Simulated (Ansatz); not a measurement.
Moving the functional in CoSi2

```
Co Si
1.0
     0.00000    2.67800    2.67800
     2.67800    0.00000    2.67800
     2.67800    2.67800    0.00000
Co Si
1 2
Direct
  0.00000 0.00000 0.00000
  0.75000 0.75000 0.75000
  0.25000 0.25000 0.25000
```

Kept alike: task equation of state; k mesh 9 × 9 × 9; occupations fermi-dirac, width 0.05 eV; collinear spin, ferromagnetic start. Program: Ansatz, Ansatz PAW. Cutoffs run from 420 to 500 eV. The mesh is that of the run's cell of 3 atoms. No spin-orbit coupling.

| run | volume (Å³/atom) | bulk modulus (GPa) |
| --- | --- | --- |
| A | 12.497 | 193.9 |
| B | 12.837 | 178.4 |
| C | 12.515 | 196.3 |
| D | 12.228 | 203.3 |

Volume and modulus come from cells scaled at fixed shape and fractions. The moments vanished: the runs ended non-magnetic. All rows use potentials made for PBE.

Question: The runs differ in the functional (and the cutoff that goes with it) alone: LDA; PBE; PBEsol; r2SCAN. Which run is which?

Answer: Run A is PBEsol; run B is PBE; run C is r2SCAN; run D is LDA. The volume runs from 12.228 (LDA) to 12.837 Å³/atom (PBE). From PBE: LDA -0.609; PBEsol -0.340; r2SCAN -0.322. The bulk modulus runs from 178.4 (PBE) to 203.3 GPa (LDA). From PBE: LDA +24.9; PBEsol +15.5; r2SCAN +17.9.

LDA gives the smallest, stiffest cell and PBE the largest, softest one, as expected from LDA's overbinding. PBE's gradient correction favours the more inhomogeneous density of a stretched lattice and so weakens the cohesion. PBEsol tempers that correction to suit densely packed solids, while r2SCAN also uses the kinetic-energy density to tell bonding regions apart; both land in between. A shorter Co–Si contact strengthens the overlap of Co 3d with Si 3p states and steepens the repulsion, so much of the spread in stiffness probably follows from the volume itself.

The inverse relation between volume and modulus is not strict, however: r2SCAN is slightly larger than PBEsol yet also slightly stiffer. These two lie so close together that general trends identify the LDA and PBE runs much more securely than they separate the middle pair. The measured cell of CoSi2 lies nearest the PBE value, but this agreement in volume doesn't show that PBE describes the Co 3d states best.
